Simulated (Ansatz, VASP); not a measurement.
Two plane-wave programs on Cu

The input INCAR:

```
PREC     = Accurate       # precision mode
ENCUT    = 520            # plane-wave cutoff, eV
EDIFF    = 1E-7           # SCF threshold, eV
ISMEAR   = -1             # smearing method
SIGMA    = 0.1            # smearing width, eV
LREAL    = F              # projectors in reciprocal space
LASPH    = T              # aspherical terms in the spheres
NELM     = 60             # most SCF steps
ALGO     = Normal         # electronic algorithm
ISIF     = 2              # what is computed and relaxed
LWAVE    = F              # write WAVECAR
LCHARG   = F              # write CHGCAR
GGA      = RP             # functional
NBANDS   = 18             # bands
```

The input KPOINTS:

```
Automatic mesh
0
Gamma
  16 16 8
```

Contents of POSCAR:

```
Cu
1.0
    2.4888371667      0.0000000000      0.0000000000
   -1.2444185834      2.1553962123      0.0000000000
    0.0000000000      0.0000000000      4.0744352516
Cu
2
Direct
    0.3333333333      0.6666666667      0.2500000000
    0.6666666667      0.3333333333      0.7500000000
```

Input for Ansatz:

```yaml
crystal:
  lattice:
    - [2.4888371667, 0.0, 0.0]
    - [-1.2444185834, 2.1553962123, 0.0]
    - [0.0, 0.0, 4.0744352516]
  atoms:
    - { symbol: Cu, position: [0.3333333333, 0.6666666667, 0.25] }
    - { symbol: Cu, position: [0.6666666667, 0.3333333333, 0.75] }
hamiltonian:
  xc: rpbe
  pseudopotentials:
    kind: paw
    azcp:
      Cu: "pseudopotentials/Cu.paw.azcp"
basis:
  ecutwfc: 420
  fft_grid_basis: typed
kpoints:
  mp_grid: { grid: [16, 16, 8], shift: [0, 0, 0] }
magnetization:
  spin_polarized: false
scf:
  occupations: { method: fermi_dirac, width: 0.1 }
  lower_state_search: "off"
output:
  stress: true
```

Alike in both runs: task single point; functional RPBE; k mesh 16 × 16 × 8; occupations fermi-dirac, width 0.1 eV; no spin polarisation.

|  | VASP | Ansatz |
| --- | --- | --- |
| version | VASP 6.6.1 | Ansatz 0.2.0 |
| potentials or method | VASP PAW PBE potentials, release 64 (Cu) | plane waves (420 eV) with PAW, scalar-relativistic |
| plane-wave cutoff (eV) | 520 | 420 |
| valence electrons in the cell | 22 | 38 |

```csv
,VASP,Ansatz,Ansatz less VASP
pressure (GPa),22.2,21.6,-0.61
largest component of the traceless stress (GPa),0.18,0.15,-0.028
```

With one functional, cell and mesh, what is left measures potentials, basis and numerics. The two sets of potentials don't hold the same shells in valence.

Caveats: so large a pressure means that the cell lies far from this level's equilibrium, or that cutoff or potentials fall short (VASP); the potentials were made for another functional, which shifts forces and pressure (VASP).
